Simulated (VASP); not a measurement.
# CaSe: convergence, self-consistent run

CaSe, F-43m (no. 216), 2 atoms in the cell. LDA; PAW potentials Se, Ca_sv (LDA set). VASP 6.6.1.

Wanted: levels at the zone centre within 0.003 eV.

What the run is for: levels; Accuracy asked: tight.

Levels at the zone centre: counted from the valence top at that point.

POSCAR:
```
CaSe
1.0
    0.0000000000      3.3000000000      3.3000000000
    3.3000000000      0.0000000000      3.3000000000
    3.3000000000      3.3000000000      0.0000000000
Se Ca
1 1
Direct
    0.2500000000      0.2500000000      0.2500000000
    0.0000000000      0.0000000000      0.0000000000
```

The series start from Plane-wave cutoff (eV): 340; k-point mesh: 6 × 6 × 6; Precision mode (PREC): Accurate; Electronic threshold (eV): 1e-6; Bands in all (NBANDS): 18; Electronic algorithm: ALGO=Normal; Density mixing: defaults; Placing of the Fermi level (EFERMI): EFERMI=MIDGAP. Each series keeps the choices made before it, and each single choice may use up half of a tolerance.

## Plane-wave cutoff (eV)

| Plane-wave cutoff (eV) | Levels at the zone centre, largest deviation (eV) | SCF iterations | Time (s) |
|---|---|---|---|
| 210 | 0.0190 | 12 | 4.2 |
| 260 | 0.0052 | 12 | 6.0 |
| 300 | 0.0021 | 12 | 6.4 |
| 340 | 0.0007 | 12 | 6.7 |
| 400 | 0.0002 | 12 | 7.4 |
| 460 | 0.0002 | 12 | 12 |
| 560 | 0.0001 | 12 | 11 |
| 700 (reference) | 0.0000 | 12 | 14 |

Chosen: 340, the loosest value from which every tighter one stays within half of the tolerance.

## k-point mesh

| k-point mesh | Levels at the zone centre, largest deviation (eV) | SCF iterations | Time (s) |
|---|---|---|---|
| 2 × 2 × 2 | 0.0628 | 12 | 1.8 |
| 3 × 3 × 3 | 0.0066 | 12 | 2.1 |
| 4 × 4 × 4 | 0.0009 | 12 | 3.2 |
| 5 × 5 × 5 | 0.0001 | 12 | 3.9 |
| 6 × 6 × 6 | 0.0000 | 12 | 6.7 |
| 7 × 7 × 7 | 0.0001 | 12 | 6.7 |
| 9 × 9 × 9 | 0.0001 | 12 | 11 |
| 11 × 11 × 11 (reference) | 0.0000 | 12 | 16 |

Chosen: 4 × 4 × 4.

## Precision mode (PREC)

| Precision mode (PREC) | Levels at the zone centre, largest deviation (eV) | SCF iterations | Time (s) |
|---|---|---|---|
| SingleN | 0.0002 | 12 | 2.3 |
| Normal | 0.0000 | 12 | 2.4 |
| Single | 0.0001 | 12 | 3.1 |
| Accurate (reference) | 0.0000 | 12 | 3.2 |

Chosen: SingleN.

## Electronic threshold (eV)

| Electronic threshold (eV) | Levels at the zone centre, largest deviation (eV) | SCF iterations | Time (s) |
|---|---|---|---|
| 0.001 | 0.0117 | 9 | 1.8 |
| 0.0001 | 0.0003 | 11 | 2.1 |
| 1e-5 | 0.0003 | 12 | 2.3 |
| 1e-6 | 0.0003 | 12 | 2.3 |
| 1e-7 | 0.0001 | 14 | 2.6 |
| 1e-8 (reference) | 0.0000 | 15 | 2.8 |

Chosen: 0.0001.

## Bands in all (NBANDS)

| Bands in all (NBANDS) | Levels at the zone centre, largest deviation (eV) | SCF iterations | Time (s) |
|---|---|---|---|
| 9 | 0.0020 | 11 | 1.5 |
| 10 | 0.0015 | 11 | 1.6 |
| 12 | 0.0011 | 11 | 1.8 |
| 14 | 0.0000 | 11 | 1.9 |
| 18 | 0.0006 | 11 | 2.1 |
| 28 (reference) | 0.0000 | 11 | 2.9 |

Chosen: 10.

## Electronic algorithm

| Electronic algorithm | Levels at the zone centre, largest deviation (eV) | SCF iterations | Time (s) |
|---|---|---|---|
| ALGO=Normal | 0.0000 | 11 | 1.6 |
| ALGO=Fast | 0.0032 | 14 | 2.0 |
| ALGO=VeryFast | 0.0014 | 21 | 2.5 |
| ALGO=All ISEARCH=1 | 0.0012 | 16 | 2.4 |
| ALGO=All ISEARCH=0 | 0.0012 | 16 | 2.4 |
| ALGO=Damped TIME=0.4 | 0.0197 | 20 | 2.1 |
| ALGO=Damped TIME=0.1 | 0.0420 | 30 | 2.9 |
| ALGO=Old Fast | 0.0013 | 11 | 1.6 |

Chosen: ALGO=Normal; no other choice that stays within half of the tolerance saves 30 % of the time.

## Density mixing

| Density mixing | Levels at the zone centre, largest deviation (eV) | SCF iterations | Time (s) |
|---|---|---|---|
| defaults | 0.0000 | 11 | 1.6 |
| AMIX=0.4 IMIX=1 | 0.0034 | 11 | 1.6 |
| AMIX=0.6 | 0.0012 | 11 | 1.6 |
| INIMIX=0 | 0.0007 | 11 | 1.6 |
| MAXMIX=-10 | 0.0000 | 11 | 1.6 |
| AMIX=0.8 | 0.0019 | 12 | 1.8 |
| AMIX=0.1 | 0.0032 | 11 | 1.6 |

Chosen: defaults.

## Placing of the Fermi level (EFERMI)

| Placing of the Fermi level (EFERMI) | Levels at the zone centre, largest deviation (eV) | SCF iterations | Time (s) |
|---|---|---|---|
| EFERMI=MIDGAP | 0.0000 | 11 | 1.6 |
| EFERMI=LEGACY | 0.0000 | 11 | 1.6 |

Chosen: EFERMI=MIDGAP.

## All choices together

| Input | Levels at the zone centre, largest deviation (eV) | Time (s) |
|---|---|---|
| the program's defaults (naive) | 0.0018 | 1.4 |
| chosen settings | 0.0018 | 1.6 |
| reference settings throughout | 0.0000 | 90 |

The tolerance is met.

Values of the reference run: Levels at the zone centre: 0, 0, 2.987 eV from the valence top at Gamma.

## The input

INCAR:
```
  GGA = CA
  ISMEAR = 0
  SIGMA = 0.03
  LWAVE = F
  LCHARG = F
  ISIF = 2
  PREC = SingleN
  LASPH = T
  LREAL = F
  ALGO = Normal
  EDIFF = 1E-4
  NELM = 120
  GGA_COMPAT = F
  ENCUT = 340
  EFERMI = MIDGAP
  NBANDS = 10
```

KPOINTS:
```
Automatic mesh
0
Gamma
  4 4 4
  0 0 0
```

Commands:
```
cat potpaw_LDA.64/Se/POTCAR potpaw_LDA.64/Ca_sv/POTCAR > POTCAR
mpirun -np 1 vasp_std > vasp.out
```

The naive input happens to agree within the tolerance here, in 1.4 s.

The chosen input took VASP 6.6.1 1.6 s on 1 core (AMD EPYC 9R45 (Zen 5)), a shared host.

## An input that fails: tetrahedra on too few k points

VASP's message: IBZKPT: tetrahedron method fails for NKPT<4. NKPT = 1.

k mesh: 6 × 6 × 6 becomes 1 × 1 × 1.

Changes against the starting input:
```
- ISMEAR = 0
- NELM = 120
+ ISMEAR = -5
+ NELM = 84
```
